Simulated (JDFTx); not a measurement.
Runs of JDFTx 1.7.0 (patched build) on NiO. It takes space group Fm-3m (No. 225, cubic). Conventional cell: a = 4.172 Å, b = 4.172 Å, c = 4.172 Å, α = 90.00°, β = 90.00°, γ = 90.00°. Around Ni (site symmetry m-3m) lie 6 O at 2.09 Å. O (site symmetry m-3m) has 6 Ni at 2.09 Å as nearest neighbours. 

```tsv
task	level	potentials or basis	cell	k mesh	smearing	further solve for the empty bands	local potential set to -Z/r beyond	pseudo rcut	gap on the mesh (eV)	pressure (GPa)	moment (μB)
single point	PBE	PseudoDojo-SR-PBE-0.5-standard	as given	11 × 11 × 11	fermi-dirac 0.05 eV	yes	-	-	none	6.0	1.83
single point	PBEsol	PseudoDojo-SR-PBEsol-0.4.1-standard with smoothed tails	as given	11 × 11 × 11	fermi-dirac 0.05 eV	yes	6 bohr	6	none	-6.9	1.55
single point	LDA	PseudoDojo-SR-LDA-0.4.1-standard	as given	11 × 11 × 11	fermi-dirac 0.05 eV	yes	-	-	none	(a)	0.33
single point	PBEsol	PseudoDojo-SR-PBEsol-0.4.1-standard with smoothed tails	as given	11 × 11 × 11	gaussian 0.05 eV	yes	6 bohr	6	none	-6.9	1.56
relaxation of cell and atoms	PBE+D3	PseudoDojo-SR-PBE-0.5-standard	relaxed	9 × 9 × 9	fermi-dirac 0.05 eV	no	-	-	none	0.0	(b)
```

Alike in all rows: spin collinear, ferromagnetic start; cutoff (eV) 1333.

Task: Estimate the missing entries.

Result: (a) -20.3; (b) 1.86.

Caveats: semilocal functionals often make such compounds metallic where correlation or magnetic order opens a gap, which also shifts bond lengths; a cell with one magnetic atom can't hold antiferromagnetic order, which such compounds often take (some runs); so large a pressure means that the cell lies far from this level's equilibrium, or that cutoff or potentials fall short (some runs); pairwise dispersion overbinds metals, which lowers pressure and volume (some runs).

A k mesh can miss the band edges.

A gap of «none» marks a metal or a gap under the smearing width.

Not every run made on this cell is shown here.
